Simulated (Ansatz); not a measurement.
## CuI and the effect of the share of exact exchange

```cif
data_structure
_symmetry_space_group_name_H-M 'F-43m'
_symmetry_Int_Tables_number 216
_cell_length_a 6.0630
_cell_length_b 6.0630
_cell_length_c 6.0630
_cell_angle_alpha 90.000
_cell_angle_beta 90.000
_cell_angle_gamma 90.000
_cell_volume 222.88
loop_
_atom_site_label
_atom_site_type_symbol
_atom_site_symmetry_multiplicity
_atom_site_Wyckoff_symbol
_atom_site_fract_x
_atom_site_fract_y
_atom_site_fract_z
_atom_site_occupancy
I1 I 4 a 0.00000 0.00000 0.00000 1
Cu1 Cu 4 c 0.25000 0.25000 0.25000 1
```

Kept alike: task single point; k mesh 4 × 4 × 4; occupations fermi-dirac, width 0.05 eV; no spin polarisation. Program: Ansatz, Ansatz PAW, cutoff 420 eV. The mesh is that of the run's cell of 2 atoms. No spin-orbit coupling.

```tsv
share of exact exchange, α	band gap (eV)	pressure (GPa)
0	1.118	0.57
0.1	1.725	0.63
0.15	2.031	0.68
0.25	2.644	0.81
0.35	?	?
0.5	4.164	1.23
```

The k mesh is coarse, so the values aren't converged. Pressure is positive in compression, with a Pulay correction for the finite cutoff. Spin-orbit coupling, left out here, moves the band edges of heavy atoms and can close or invert small gaps. The exact exchange is short-ranged, of HSE form. A gap read on the mesh alone can miss an edge between its points. All rows use potentials made for PBE. The mesh is thin for exact exchange.

Fit the rows shown and predict the run at 0.35.

A least-squares line through the rows shown is band gap = 6.0948 α + 1.1174 (largest miss 0.0029); at α = 0.35 it gives 3.251 eV. A least-squares parabola through the rows shown is pressure = 1.543 α² + 0.56 α + 0.565 (largest miss 0.009); at α = 0.35 it gives 0.95 GPa. The run gave: band gap 3.255 eV; pressure 0.96 GPa.
